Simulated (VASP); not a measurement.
Set up this calculation in VASP 6.6.1, as the native input.

* Task: single point
* Functional: PBE
* Potentials or basis: VASP PAW PBE potentials, release 64 (Mg, O)
* Cutoff: 520 eV
* k mesh: 10 × 10 × 10
* Occupations: gaussian, width 0.02 eV
* Spin: no spin polarisation
* Dipole correction: no
* Further INCAR settings: ALGO = Normal; EDIFF = 1e-06; NBANDS = 11

The structure of MgO lies in POSCAR:

```
MgO
1.0
    2.6861586989      0.0000000000      0.0000000000
    0.0000000000      2.6861586989      0.0000000000
    0.0000000000      0.0000000000      2.6861586989
Mg O
1 1
Direct
    0.0000000000      0.0000000000      0.0000000000
    0.5000000000      0.5000000000      0.5000000000
```

The cell was built by a generator and needn't be a form met in nature.

One way to write it, as run:

INCAR

```
ALGO = Normal
EDIFF = 1E-6
ENCUT = 520
GGA = PE
ISIF = 2
ISMEAR = 0
LASPH = True
LCHARG = False
LREAL = False
LWAVE = False
NBANDS = 11
NELM = 80
PREC = Accurate
SIGMA = 0.02
```

KPOINTS

```
k-points
0
Gamma
  10 10 10
```

Potentials or basis: VASP PAW PBE potentials, release 64 (Mg, O).

Run with:

```bash
$ cat potpaw_PBE.64/Mg/POTCAR potpaw_PBE.64/O/POTCAR > POTCAR
$ mpirun -np 1 vasp_std > vasp.out
```

Results of the run:

```json
{
 "Pressure": "-4.5 GPa",
 "Band gap on the k mesh": "2.00 eV, indirect (least direct gap 2.94 eV)"
}
```

Wall time 3.8 s on 1 thread of Intel(R) Xeon(R) 6975P-C (Granite Rapids) (shared host), peak memory 0.13 GiB.
